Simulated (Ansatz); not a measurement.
# Bi2Te2Se (R-3m) in Ansatz: equation of state

Aim: energy against volume of Bi2Te2Se in PBEsol, for its equilibrium volume and stiffness.

Everything below comes from runs of Ansatz 0.2.0. Logs are shortened: lines on timing, memory, paths and dates and some standing lists are left out, and cuts for length are marked.

## 1. The structure

Symmetry: R-3m, No. 166, trigonal system. The conventional cell has a = 4.322 Å, b = 4.322 Å, c = 31.757 Å, α = 90.00°, β = 90.00°, γ = 120.00°. Around Bi (site symmetry 3m) lie 3 Te at 3.05 Å and 3 Se at 3.11 Å. Te (site symmetry 3m) has 3 Bi at 3.05 Å as nearest neighbours. Se (site symmetry -3m) has 6 Bi at 3.11 Å as nearest neighbours.

The cell is a database's computed one.

## 2. Equation of state, PBEsol

Potentials or basis: all-electron LAPW, scalar-relativistic.

This step only gathers the single runs of the series.

What came out:

```
Equilibrium volume                        : 33.26 Å³/atom
Bulk modulus at fixed shape and positions : 53 GPa
Pressure derivative of the bulk modulus   : 4.5
```

Energy against volume, from the lowest point:
| volume (Å³/atom) | energy (meV/atom) |
| --- | --- |
| 32.193 | 5.51 |
| 32.878 | 0.28 |
| 33.563 | 0.00 |
| 34.248 | 4.15 |
| 34.933 | 12.25 |
| 35.618 | 23.88 |
| 36.303 | 38.66 |

Caveat: the cell was scaled at fixed shape and fractional positions, which overstates the stiffness of a crystal with free parameters, most of all of layers and chains.
